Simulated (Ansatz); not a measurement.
# AlRu under changes of volume

One of the cells (13.387 Å³/atom); the others are scaled copies at fixed shape and fractional positions:

```
Ru Al
1.0
     2.99160    0.00000    0.00000
     0.00000    2.99160    0.00000
     0.00000    0.00000    2.99160
Ru Al
1 1
Direct
  0.50000 0.50000 0.50000
  0.00000 0.00000 0.00000
```

* Program: Ansatz 0.2.0
* Functional: PBEsol
* Potentials or basis: all-electron LAPW, scalar-relativistic
* Cutoff: 241 eV (chosen from the basis error)
* Basis error allowed: 0.001 eV/atom
* k mesh: 9 × 9 × 9
* Occupations: fermi-dirac, width 0.05 eV
* Spin: no spin polarisation

```csv
volume (Å³/atom),energy over the lowest point (meV/atom),pressure (GPa)
12.584,19.43,11.2
12.851,5.45,5.8
13.119,0.00,1.0
13.387,2.20,-3.4
13.655,11.23,-7.2
13.922,26.41,-10.7
14.190,?,?
```

What does the run at 14.190 Å³/atom give?

Energy over the lowest point 47.08 meV/atom; pressure -13.8 GPa.

Worked out: A Birch-Murnaghan fit of order 3 (a polynomial in V^(-2/3)) to the other rows has its minimum at 13.17 Å³/atom with B0 = V·E''(V) = 220 GPa and B' = 4.4. It gives 47.13 meV/atom at 14.190 Å³/atom, against the run's 47.08, and -dE/dV = -13.9 GPa, against -13.8.

Energies are extrapolated to zero smearing.
